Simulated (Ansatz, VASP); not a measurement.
# MgI2 in VASP and in Ansatz

INCAR

```
PREC = Accurate
ENCUT = 520
EDIFF = 1E-7
ISMEAR = -1
SIGMA = 0.03
LREAL = False
LASPH = True
NELM = 60
ALGO = Normal
ISIF = 2
LWAVE = False
LCHARG = False
GGA = PS
NBANDS = 15
```

KPOINTS

```
regular mesh
0
Gamma
  7 7 4
```

File POSCAR:

```
MgI2
1.0
    4.1121631202      0.0000000000      0.0000000000
   -2.0560815601      3.5612377266      0.0000000000
    0.0000000000      0.0000000000      6.8620000000
Mg I
1 2
Direct
    0.0000000000      0.0000000000      0.0000000000
    0.3333333333      0.6666666667      0.7576300000
    0.6666666667      0.3333333333      0.2423700000
```

Input for Ansatz:

```yaml
crystal:
  lattice:
    - [4.1121631202, 0.0, 0.0]
    - [-2.0560815601, 3.5612377266, 0.0]
    - [0.0, 0.0, 6.862]
  atoms:
    - { symbol: Mg, position: [0.0, 0.0, 0.0] }
    - { symbol: I, position: [0.3333333333, 0.6666666667, 0.75763] }
    - { symbol: I, position: [0.6666666667, 0.3333333333, 0.24237] }
kpoints:
  mp_grid: { grid: [7, 7, 4] }
  band_path:
    path:
      - [0.0, 0.0, 0.0]
      - [0.5, 0.0, 0.0]
      - [0.3333333333, 0.3333333333, 0.0]
      - [0.0, 0.0, 0.0]
      - [0.0, 0.0, 0.5]
      - [0.5, 0.0, 0.5]
      - [0.3333333333, 0.3333333333, 0.5]
      - [0.0, 0.0, 0.5]
      - [0.5, 0.0, 0.5]
    npoints: 5
scf:
  occupations: { method: fermi_dirac, width: 0.03 }
hamiltonian:
  xc: pbesol
  pseudopotentials: { kind: all_electron, lapw: { basis_error: 0.001 } }
output:
  forces: true
  stress: true
  eigenvalues: true
```

Change from the starting cell: equal xx and yy strain of -1 %.

Alike in both runs: task single point; functional PBEsol; k mesh 7 × 7 × 4; occupations fermi-dirac, width 0.03 eV; no spin polarisation.

|  | VASP | Ansatz |
| --- | --- | --- |
| version | VASP 6.6.1 | Ansatz 0.2.0 |
| potentials or method | VASP PAW PBE potentials, release 64 (Mg, I) | all-electron LAPW, scalar-relativistic |
| plane-wave cutoff (eV) | 520 | see its input |

```tsv
	VASP	Ansatz	Ansatz less VASP
gap on the k mesh at the Fermi level (eV)	3.53	3.54	+0.016
pressure (GPa)	0.4	0.4	+0.02
largest component of the traceless stress (GPa)	0.05	0.05	-0.004
rms of the force components (eV/Å)	0.016	0.017	+0.0010
```

Atom by atom the forces differ by 0.001 eV/Å (rms over components). Ansatz ran all-electron here, so the differences hold the error of VASP's frozen core and of both bases.

Caveats: the PAW data sets were made with another functional, which shifts forces and pressure a little (VASP); spin-orbit coupling is left out, which moves the levels of the heavy elements; an odd mesh through Γ misses points on the zone boundary, where band edges often lie; this functional lacks dispersion, which binds the layers, so the pressure and a relaxed spacing across them are unreliable.
